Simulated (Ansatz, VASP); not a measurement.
# Tc: VASP beside Ansatz

```
Tc
1.0
     0.00000    1.95000    1.95000
     1.95000    0.00000    1.95000
     1.95000    1.95000    0.00000
Tc
1
Direct
  0.00000 0.00000 0.00000
```

This isn't the form of Tc at room conditions, which is hcp.

Alike in both runs: task single point; functional LDA; k mesh 12 × 12 × 12; occupations gaussian, width 0.05 eV; no spin polarisation.

|  | VASP | Ansatz |
| --- | --- | --- |
| version | VASP 6.6.1 | Ansatz 0.2.0 |
| potentials or method | VASP PAW LDA potentials, release 64 (Tc_pv) | Ansatz PAW earlier set |
| plane-wave cutoff (eV) | 520 | 500 |
| valence electrons in the cell | 13 | 15 |

|  | VASP | Ansatz | Ansatz less VASP |
| --- | --- | --- | --- |
| gap on the k mesh at the Fermi level (eV) | none | none | - |
| pressure (GPa) | -20.2 | -20.2 | -0.01 |

A gap of «none» marks a metal or a gap that the smearing closes. The two sets of potentials don't hold the same shells in valence.

Caveats: so large a pressure means that the cell lies far from this level's equilibrium, or that cutoff or potentials fall short; the PAW data sets come from PBE, with cores solved anew for the run's functional, which leaves a small shift of forces and pressure (Ansatz).
